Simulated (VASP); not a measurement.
A VASP 6.6.1 single-point calculation on BaTe

INCAR

```
PREC = Single
NELM = 120
ISIF = 2
EDIFF = 1E-7
LCHARG = .FALSE.
NELECT = 16.02
ENCUT = 520
IBRION = -1
GGA = PE
ISMEAR = -1
IVDW = 10
SIGMA = 0.02
NBANDS = 15
NSW = 0
LWAVE = .FALSE.
LASPH = .TRUE.
LREAL = .FALSE.
```

KPOINTS

```
KPOINTS created by Atomic Simulation Environment
0
Gamma
6 6 6
0 0 0
```

POSCAR

```
Ba Te
 1.0000000000000000
     0.0000000000000000    3.6902766683000001    3.4896019900000002
     3.6902766683000001    0.0000000000000000    3.4896019900000002
     3.6902766683000001    3.6902766683000001    0.0000000000000000
 Ba  Te
   1   1
Cartesian
  0.0000000000000000  0.0000000000000000  0.0000000000000000
  3.6902766683000001  3.6902766683000001  3.4896019900000002
```

The recommended PBE PAW datasets give the neutral cell 16 valence electrons.

Command

```
mpirun -np 1 vasp_std
```

**Question.** How does this run end, and what does it give?

**Answer.** It converged. Results: pressure -2.6 GPa.

OSZICAR

```
N       E                     dE             d eps       ncg     rms          rms(c)
DAV:   1     0.874641208916E+02    0.87464E+02   -0.61466E+03   900   0.882E+02
DAV:   2    -0.278938648346E+01   -0.90254E+02   -0.83447E+02  1212   0.156E+02
DAV:   3    -0.848666669734E+01   -0.56973E+01   -0.56568E+01  1242   0.419E+01
DAV:   4    -0.863873408369E+01   -0.15207E+00   -0.15202E+00  1135   0.713E+00
DAV:   5    -0.864336883274E+01   -0.46347E-02   -0.46346E-02  1345   0.960E-01    0.335E+00
DAV:   6    -0.849415357406E+01    0.14922E+00   -0.17348E-01  1054   0.196E+00    0.218E+00
DAV:   7    -0.849395066621E+01    0.20291E-03   -0.12715E-01  1125   0.187E+00    0.859E-01
DAV:   8    -0.850262142394E+01   -0.86708E-02   -0.17176E-02   935   0.871E-01    0.190E-01
DAV:   9    -0.850302900369E+01   -0.40758E-03   -0.10550E-03  1222   0.197E-01    0.723E-02
DAV:  10    -0.850332828023E+01   -0.29928E-03   -0.44423E-04   935   0.135E-01    0.182E-02
DAV:  11    -0.850334770869E+01   -0.19428E-04   -0.45851E-05  1189   0.381E-02    0.230E-02
DAV:  12    -0.850334595765E+01    0.17510E-05   -0.61499E-06  1026   0.137E-02    0.303E-03
DAV:  13    -0.850334602958E+01   -0.71923E-07   -0.12702E-06  1180   0.479E-03    0.194E-03
DAV:  14    -0.850334618155E+01   -0.15198E-06   -0.11306E-07   849   0.171E-03    0.763E-04
DAV:  15    -0.850334627244E+01   -0.90884E-07   -0.13311E-08   576   0.827E-04
   1 F= -.10266986E+02 E0= -.10266823E+02  d E =-.326299E-03
```

The cell is charged and sits in a uniform background.

For comparison, a separate PBE run of the intended cell, on usual settings and not on those above, gives a gap of 1.64 eV on its mesh and a pressure of -1.4 GPa.
